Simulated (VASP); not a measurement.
# LiF (Griceite) (Fm-3m) in VASP: further runs

The runs below take LiF (Griceite) through relaxation of the atoms, with PBE.

Everything below comes from runs of VASP 6.6.1. Logs are shortened: lines on timing, memory, paths and dates and some standing lists are left out, and cuts for length are marked.

## 1. Starting point

Symmetry: Fm-3m, No. 225, cubic system. Conventional cell: a = 4.051 Å, b = 4.051 Å, c = 4.051 Å, α = 90.00°, β = 90.00°, γ = 90.00°. Li (site symmetry m-3m) is surrounded by 6 F at 2.03 Å. F (site symmetry m-3m) is surrounded by 6 Li at 2.03 Å.

## 2. Relaxation of the atoms, PBE (a relaxed cell with its volume scaled by 0.98)

The input, INCAR:

```
ALGO = Normal
EDIFF = 1E-7
EDIFFG = -0.01
ENCUT = 600
GGA = PE
IBRION = 2
ISIF = 2
ISMEAR = 0
LASPH = T
LCHARG = F
LREAL = F
LWAVE = F
NELM = 80
NSW = 40
PREC = Accurate
SIGMA = 0.03
```

The input, KPOINTS:

```
k-points
0
Gamma
  12 12 12
```

The input, POSCAR:

```
LiF                                     
1.0
    0.0000000000      2.0118551708      2.0118551708
    2.0118551708      0.0000000000      2.0118551708
    2.0118551708      2.0118551708      0.0000000000
  Li              F             
     1     1
Direct
     0.0000000000000000    0.0000000000000000    0.0000000000000000
     0.5000000000000000    0.5000000000000000    0.5000000000000000
```

Potentials or basis: VASP PAW PBE potentials, release 64 (Li_sv, F).

Run with:

```sh
> cat potpaw_PBE.64/Li_sv/POTCAR potpaw_PBE.64/F/POTCAR > POTCAR
> mpirun -np 1 vasp_std > vasp.out
```

OUTCAR:

```text
EDIFF = 1E-7
   EDIFFG = -0.01
   ENCUT = 600
   GGA = PE
   IBRION = 2
   ISIF = 2
   ISMEAR = 0
   LASPH = T
   LREAL = F
   NELM = 80
   NSW = 40
   PREC = Accurate

 ion  position               nearest neighbor table
   1  0.000  0.000  0.000-   2 2.01   2 2.01   2 2.01   2 2.01   2 2.01   2 2.01
   2  0.500  0.500  0.500-   1 2.01   1 2.01   1 2.01   1 2.01   1 2.01   1 2.01

  LATTYP: Found a face centered cubic cell.
 ALAT       =     4.0237103416

  Lattice vectors:

 A1 = (   0.0000000000,   2.0118551708,   2.0118551708)
 A2 = (   2.0118551708,   0.0000000000,   2.0118551708)
 A3 = (   2.0118551708,   2.0118551708,   0.0000000000)

Analysis of symmetry for initial positions (statically):
=====================================================================
 Subroutine PRICEL returns:
 Original cell was already a primitive cell.

 Routine SETGRP: Setting up the symmetry group for a
 face centered cubic supercell.

 Subroutine GETGRP returns: Found 48 space group operations
 (whereof 48 operations were pure point group operations)
 out of a pool of 48 trial point group operations.

The static configuration has the point symmetry O_h .

Analysis of symmetry for dynamics (positions and initial velocities):
=====================================================================
 Subroutine PRICEL returns:
 Original cell was already a primitive cell.

 Routine SETGRP: Setting up the symmetry group for a
 face centered cubic supercell.

 Subroutine GETGRP returns: Found 48 space group operations
 (whereof 48 operations were pure point group operations)
 out of a pool of 48 trial point group operations.

The dynamic configuration has the point symmetry O_h .

 Subroutine INISYM returns: Found 48 space group operations
 (whereof 48 operations are pure point group operations),
 and found     1 'primitive' translations

----------------------------------------------------------------------------------------

                                     Primitive cell

  volume of cell :      16.2862

  direct lattice vectors                    reciprocal lattice vectors
     0.000000000  2.011855171  2.011855171    -0.248526836  0.248526836  0.248526836
     2.011855171  0.000000000  2.011855171     0.248526836 -0.248526836  0.248526836
     2.011855171  2.011855171  0.000000000     0.248526836  0.248526836 -0.248526836

  length of vectors
     2.845192868  2.845192868  2.845192868     0.430461107  0.430461107  0.430461107

  position of ions in fractional coordinates (direct lattice)
     0.000000000  0.000000000  0.000000000
     0.500000000  0.500000000  0.500000000

  ion indices of the primitive-cell ions
   primitive index   ion index
                 1           1
                 2           2

----------------------------------------------------------------------------------------

 KPOINTS: k-points

Automatic generation of k-mesh.
 Grid dimensions read from file:
 generate k-points for:   12   12   12

 Generating k-lattice:

  Cartesian coordinates                     Fractional coordinates (reciprocal lattice)
    -0.020710570  0.020710570  0.020710570     0.083333333  0.000000000  0.000000000
     0.020710570 -0.020710570  0.020710570     0.000000000  0.083333333  0.000000000
     0.020710570  0.020710570 -0.020710570     0.000000000  0.000000000  0.083333333

  Length of vectors
     0.035871759  0.035871759  0.035871759

  Shift w.r.t. Gamma in fractional coordinates (k-lattice)
     0.000000000  0.000000000  0.000000000

 Subroutine IBZKPT returns following result:
 ===========================================

 Found     72 irreducible k-points:

 Following reciprocal coordinates:
            Coordinates               Weight
  0.000000  0.000000  0.000000      1.000000
  0.083333  0.000000  0.000000      8.000000
  0.166667  0.000000  0.000000      8.000000
  0.250000  0.000000  0.000000      8.000000
  0.333333  0.000000  0.000000      8.000000
  0.416667  0.000000  0.000000      8.000000
[... 16 lines left out ...]
  0.500000  0.166667  0.000000     24.000000
 -0.416667  0.166667  0.000000     24.000000
 [... further k-points ...]
   k-points           NKPTS =     72   k-points in BZ     NKDIM =     72   number of bands    NBANDS=      9
   number of dos      NEDOS =    301   number of ions     NIONS =      2
   total plane-waves  NPLWV =  13824
   dimension x,y,z NGX =    24 NGY =   24 NGZ =   24
   dimension x,y,z NGXF=    48 NGYF=   48 NGZF=   48
   ions per type =               1   1
   NGX,Y,Z   is equivalent  to a cutoff of  14.02, 14.02, 14.02 a.u.
   NGXF,Y,Z  is equivalent  to a cutoff of  28.05, 28.05, 28.05 a.u.
 SYSTEM =  unknown system
   PREC   = accura    normal or accurate (medium, high low for compatibility)
   ISTART =      0    job   : 0-new  1-cont  2-samecut
   ICHARG =      2    charge: 1-file 2-atom 10-const
   ISPIN  =      1    spin polarized calculation?
   LNONCOLLINEAR =      F non collinear calculations
   LSORBIT =      F    spin-orbit coupling
   LASPH  =      T    aspherical Exc in radial PAW
   ENCUT  =  600.0 eV  44.10 Ry    6.64 a.u.   5.68  5.68  5.68*2*pi/ulx,y,z
   NELM   =     80;   NELMIN=  2; NELMDL= -5     # of ELM steps
   EDIFF  = 0.1E-06   stopping-criterion for ELM
   LREAL  =      F    real-space projection
   EDIFFG = -.1E-01   stopping-criterion for IOM
   NSW    =     40    number of steps for IOM
   IBRION =      2    ionic relax: 0-MD 1-quasi-New 2-CG
   NFREE  =      1    steps in history (QN), initial steepest desc. (CG)
   ISIF   =      2    stress and relaxation
   ISYM   =      2    0-nonsym 1-usesym 2-fastsym
   POTIM  = 0.5000    time-step for ionic-motion
   TEBEG  =    0.0;   TEEND  =   0.0 temperature during run
   PSTRESS=    0.0 pullay stress
   NELECT =      10.0000    total number of electrons
   NUPDOWN=      -1.0000    fix difference up-down
   EMIN   =  10.00;   EMAX   =-10.00  energy-range for DOS
   EFERMI =   0.00;   METHOD = LEGACY
   ISMEAR =     0;   SIGMA  =   0.03  broadening in eV -4-tet -1-fermi 0-gaus
   EFERMI_NEDOS =   21; number of points for ismear=-14 and -15
   IALGO  =     38    algorithm
   IMIX   =      4    mixing-type and parameters
     AMIX     =   0.40;   BMIX     =  1.00
     AMIX_MAG =   1.60;   BMIX_MAG =  1.00
  volume/ion in A,a.u.               =       8.14        54.95
  Fermi-wavevector in a.u.,A,eV,Ry     =   1.391452  2.629462 26.342752  1.936138
  Thomas-Fermi vector in A             =   2.515289
   LORBIT       =      0    0 simple, 1 ext, 2 COOP (PROOUT), +10 PAW based schemes
   GGA     = PE    functional components
   LHFCALC =     F    Hartree Fock is set to
   AEXX    =    0.0000 exact exchange contribution
   IVDW    =     0    specifies the selected vdW correction
   LEPSILON=     F    determine dielectric tensor
   LRPA    =     F    only Hartree local field effects (RPA)
 conjugate gradient relaxation of ions
 non-spin polarized calculation
 Gauss-broadening in eV      SIGMA  =   0.03
  energy-cutoff  :      600.00
  volume of cell :       16.29
 maximum number of plane-waves:       560
   NGX = 11   NGY = 11   NGZ = 11

 number of electron      10.0000000 magnetization

 number of electron       9.9999992 magnetization

 Free energy of the ion-electron system (eV)
  ---------------------------------------------------
  ext. energy  EPLUGINS =         0.00000000
  ---------------------------------------------------
  free energy    TOTEN  =        -9.63936549 eV

  energy without entropy =       -9.63936549  energy(sigma->0) =       -9.63936549

 E-fermi :  -0.8227     XC(G=0):  -9.9988

 val. band max:       -1.0027919357   @ k =   0.0000   0.0000   0.0000
 cond. band min:       8.1140920136   @ k =   0.0000   0.0000   0.0000
 fundamental gap:      9.1168839492
 Fermi energy:        -0.8227189831

 k-point     1 :       0.0000    0.0000    0.0000
  band No.  band energies     occupation
      1     -41.9114      2.00000
      2     -20.9858      2.00000
      3      -1.0028      2.00000
      4      -1.0028      2.00000
      5      -1.0028      2.00000
      6       8.1141      0.00000
      7      23.0076      0.00000
      8      23.0077      0.00000
      9      23.0082      0.00000

 k-point     2 :       0.0833    0.0000    0.0000
  band No.  band energies     occupation
      1     -41.9074      2.00000
      2     -20.9584      2.00000
      3      -1.2071      2.00000
      4      -1.0190      2.00000
      5      -1.0190      2.00000
      6       8.3212      0.00000
      7      20.7949      0.00000
      8      21.9968      0.00000
      9      21.9968      0.00000

 k-point     3 :       0.1667    0.0000    0.0000
  band No.  band energies     occupation
      1     -41.8966      2.00000
      2     -20.8825      2.00000
      3      -1.7291      2.00000
      4      -1.0627      2.00000
      5      -1.0627      2.00000
      6       8.8264      0.00000
      7      18.5645      0.00000
      8      20.7359      0.00000
      9      20.7359      0.00000

 k-point     4 :       0.2500    0.0000    0.0000
  band No.  band energies     occupation
      1     -41.8818      2.00000
      2     -20.7756      2.00000
      3      -2.3767      2.00000
      4      -1.1209      2.00000
      5      -1.1209      2.00000
      6       9.3674      0.00000
      7      16.9683      0.00000
      8      19.5799      0.00000
      9      19.5799      0.00000
[... 205 lines left out ...]
 k-point    22 :       0.4167    0.1667    0.0000
  band No.  band energies     occupation
      1     -41.8558      2.00000
      2     -20.5468      2.00000
      3      -3.1399      2.00000
      4      -1.6545      2.00000
      5      -1.4698      2.00000
      6      10.7910      0.00000
      7      15.4889      0.00000
      8      18.1771      0.00000
      9      18.6624      0.00000

 k-point    23 :       0.5000    0.1667    0.0000
  band No.  band energies     occupation
      1     -41.8483      2.00000
      2     -20.4842      2.00000
      3      -3.3851      2.00000
      4      -1.8198      2.00000
      5      -1.4366      2.00000
      6      10.9006      0.00000
      7      15.1562      0.00000
      8      18.0197      0.00000
      9      18.2863      0.00000

 k-point    24 :      -0.4167    0.1667    0.0000
  band No.  band energies     occupation
      1     -41.8474      2.00000
      2     -20.4781      2.00000
      3      -3.3874      2.00000
      4      -1.9307      2.00000
      5      -1.3547      2.00000
      6      10.8707      0.00000
      7      15.0319      0.00000
      8      18.1140      0.00000
      9      18.1624      0.00000

 [... further k-points ...]
[... 5 lines left out ...]
  --------------------------------------------------------------------------------------
  -------------------------------------------------------------------------------------
  Total        0.1591691      0.1591691      0.1591691      0.0000000     -0.0000000     -0.0000000
  in kB       15.6584704     15.6584704     15.6584704      0.0000000     -0.0000000     -0.0000000
  external PRESSURE =      15.6584704 kB  Pullay stress =       0.0000000 kB

 VOLUME and BASIS-vectors are now :
 -----------------------------------------------------------------------------
  energy-cutoff  :      600.00
  volume of cell :       16.29
      direct lattice vectors                 reciprocal lattice vectors
     0.000000000  2.011855171  2.011855171    -0.248526836  0.248526836  0.248526836
     2.011855171  0.000000000  2.011855171     0.248526836 -0.248526836  0.248526836
     2.011855171  2.011855171  0.000000000     0.248526836  0.248526836 -0.248526836

 POSITION                                       TOTAL-FORCE (eV/Angst)
 -----------------------------------------------------------------------------------
      0.00000      0.00000      0.00000        -0.000000      0.000000      0.000000
      2.01186      2.01186      2.01186         0.000000     -0.000000     -0.000000
 -----------------------------------------------------------------------------------
    total drift:                               -0.000000     -0.000000      0.000000

  FREE ENERGIE OF THE ION-ELECTRON SYSTEM (eV)
  ---------------------------------------------------
  free  energy   TOTEN  =        -9.6393654929 eV

  energy  without entropy=       -9.6393654929  energy(sigma->0) =       -9.63936549

 reached required accuracy - stopping structural energy minimisation
```

Wall time 4.9 s (1 thread of Intel Xeon 6975P-C (Granite Rapids), shared host); peak memory 0.13 GiB.

What came out:

| Quantity | Value |
| --- | --- |
| Free energy | -9.6394 eV |
| Pressure after relaxing | 1.6 GPa |
| Band gap on the k mesh | 9.12 eV, direct |

Final structure:
```xyz
2
Lattice="0.0000 2.0119 2.0119 2.0119 0.0000 2.0119 2.0119 2.0119 0.0000" Properties=species:S:1:pos:R:3 pbc="T T T"
Li    0.0000    0.0000    0.0000
F     2.0119    2.0119    2.0119
```

Levels at points of the mesh, in eV from the valence-band top:
| k point | band 3 | band 4 | band 5 | band 6 | band 7 | band 8 |
| --- | --- | --- | --- | --- | --- | --- |
| (0.00, 0.00, 0.00) | 0.00 | 0.00 | 0.00 | 9.12 | 24.01 | 24.01 |
| (0.50, 0.00, 0.00) | -2.53 | -0.23 | -0.23 | 10.79 | 16.77 | 18.92 |
| (0.50, 0.50, 0.00) | -3.02 | -1.00 | -1.00 | 14.84 | 16.49 | 17.49 |

Caveat: the cutoff is under 1.25 times the usual one of these potentials, so pressure, stress and relaxed cells hold a basis-set (Pulay) error; the relaxation stopped at its first step, so nothing moved. A k mesh can miss the band edges.

## 3. Relaxation of the atoms, PBE

INCAR is that of step 2.

KPOINTS is that of step 2.

The input, POSCAR:

```
LiF                                     
1.0
    0.0000000000      2.0254491992      2.0254491992
    2.0254491992      0.0000000000      2.0254491992
    2.0254491992      2.0254491992      0.0000000000
  Li              F             
     1     1
Direct
     0.0000000000000000    0.0000000000000000    0.0000000000000000
     0.5000000000000000    0.5000000000000000    0.5000000000000000
```

Potentials or basis: VASP PAW PBE potentials, release 64 (Li_sv, F).

Run with:

```sh
> cat potpaw_PBE.64/Li_sv/POTCAR potpaw_PBE.64/F/POTCAR > POTCAR
> mpirun -np 1 vasp_std > vasp.out
```

It took 4.8 s on 1 thread of Intel Xeon 6975P-C (Granite Rapids), shared host; peak memory 0.13 GiB.

It converged, with:

```yaml
Free_energy: -9.6427 eV
Pressure_after_relaxing: 0.1 GPa
Band_gap_on_the_k_mesh: 8.94 eV, direct
```

Final structure:
```
CELL_PARAMETERS angstrom
0.00000 2.02545 2.02545
2.02545 0.00000 2.02545
2.02545 2.02545 0.00000
ATOMIC_POSITIONS crystal
Li 0.00000 0.00000 0.00000
F 0.50000 0.50000 0.50000
```

Levels at points of the mesh, in eV from the valence-band top:
```
           k point  band 3  band 4  band 5  band 6  band 7  band 8
(0.00, 0.00, 0.00)    0.00    0.00    0.00    8.94   23.74   23.74
(0.50, 0.00, 0.00)   -2.47   -0.22   -0.22   10.68   16.53   18.76
(0.50, 0.50, 0.00)   -2.93   -0.97   -0.97   14.65   16.39   17.24
```

Caveat: the cutoff is under 1.25 times the usual one of these potentials, so pressure, stress and relaxed cells hold a basis-set (Pulay) error; the relaxation stopped at its first step, so nothing moved. PBE gaps usually lie below the measured ones, often by a third to a half.

## 4. Relaxation of the atoms, PBE (a relaxed cell with its volume scaled by 1.02)

INCAR is that of step 3.

KPOINTS is that of step 3.

The input, POSCAR:

```
LiF                                     
1.0
    0.0000000000      2.0388631610      2.0388631610
    2.0388631610      0.0000000000      2.0388631610
    2.0388631610      2.0388631610      0.0000000000
  Li              F             
     1     1
Direct
     0.0000000000000000    0.0000000000000000    0.0000000000000000
     0.5000000000000000    0.5000000000000000    0.5000000000000000
```

Run with:

```sh
> cat potpaw_PBE.64/Li_sv/POTCAR potpaw_PBE.64/F/POTCAR > POTCAR
> mpirun -np 1 vasp_std > vasp.out
```

It took 4.6 s on 1 thread of Intel Xeon 6975P-C (Granite Rapids), shared host; peak memory 0.13 GiB.

It converged, with:

```yaml
Free_energy: -9.6430 eV
Pressure_after_relaxing: -1.2 GPa
Band_gap_on_the_k_mesh: 8.77 eV, direct
```

Final structure:
```
Li F
1.0
     0.00000    2.03886    2.03886
     2.03886    0.00000    2.03886
     2.03886    2.03886    0.00000
Li F
1 1
Cartesian
  0.0000 0.0000 0.0000
  2.0389 2.0389 2.0389
```

Levels at points of the mesh, in eV from the valence-band top:
| k point | band 1 | band 2 | band 3 | band 4 | band 5 | band 6 | band 7 | band 8 | band 9 |
| --- | --- | --- | --- | --- | --- | --- | --- | --- | --- |
| (0.00, 0.00, 0.00) | -41.00 | -19.88 | 0.00 | 0.00 | 0.00 | 8.77 | 23.48 | 23.48 | 23.48 |
| (0.50, 0.00, 0.00) | -40.95 | -19.47 | -2.41 | -0.22 | -0.22 | 10.58 | 16.30 | 18.60 | 18.60 |
| (0.50, 0.50, 0.00) | -40.94 | -19.23 | -2.85 | -0.95 | -0.95 | 14.47 | 16.30 | 17.01 | 19.80 |

Caveat: the cutoff is under 1.25 times the usual one of these potentials, so pressure, stress and relaxed cells hold a basis-set (Pulay) error; the relaxation stopped at its first step, so nothing moved. A k mesh can miss the band edges.

## 5. Relaxation of the atoms, PBE (a relaxed cell with its volume scaled by 1.04)

INCAR is that of step 4.

KPOINTS is that of step 4.

The input, POSCAR:

```
LiF                                     
1.0
    0.0000000000      2.0521029031      2.0521029031
    2.0521029031      0.0000000000      2.0521029031
    2.0521029031      2.0521029031      0.0000000000
  Li              F             
     1     1
Direct
     0.0000000000000000    0.0000000000000000    0.0000000000000000
     0.5000000000000000    0.5000000000000000    0.5000000000000000
```

Run with:

```sh
> cat potpaw_PBE.64/Li_sv/POTCAR potpaw_PBE.64/F/POTCAR > POTCAR
> mpirun -np 1 vasp_std > vasp.out
```

Run time: 5.2 s. Hardware: 1 thread of Intel Xeon 6975P-C (Granite Rapids), shared host; peak memory 0.13 GiB.

It converged, with:

```yaml
Free_energy: -9.6408 eV
Pressure_after_relaxing: -2.4 GPa
Band_gap_on_the_k_mesh: 8.60 eV, direct
```

Final structure:
```cif
data_structure
_symmetry_space_group_name_H-M 'P 1'
_symmetry_Int_Tables_number 1
_cell_length_a 2.9021
_cell_length_b 2.9021
_cell_length_c 2.9021
_cell_angle_alpha 60.000
_cell_angle_beta 60.000
_cell_angle_gamma 60.000
_cell_volume 17.28
loop_
_atom_site_label
_atom_site_type_symbol
_atom_site_fract_x
_atom_site_fract_y
_atom_site_fract_z
_atom_site_occupancy
Li1 Li 0.00000 0.00000 0.00000 1
F1 F 0.50000 0.50000 0.50000 1
```

Levels at points of the mesh, in eV from the valence-band top:
```tsv
k point	band 1	band 2	band 3	band 4	band 5	band 6	band 7	band 8	band 9
(0.00, 0.00, 0.00)	-41.05	-19.82	0.00	0.00	0.00	8.60	23.23	23.23	23.23
(0.50, 0.00, 0.00)	-41.00	-19.43	-2.35	-0.21	-0.21	10.48	16.08	18.45	18.45
(0.50, 0.50, 0.00)	-40.99	-19.21	-2.77	-0.92	-0.92	14.29	16.21	16.78	19.58
```

Caveat: the cutoff is under 1.25 times the usual one of these potentials, so pressure, stress and relaxed cells hold a basis-set (Pulay) error; the relaxation stopped at its first step, so nothing moved. A k mesh can miss the band edges.

[end of part 1 of 2]
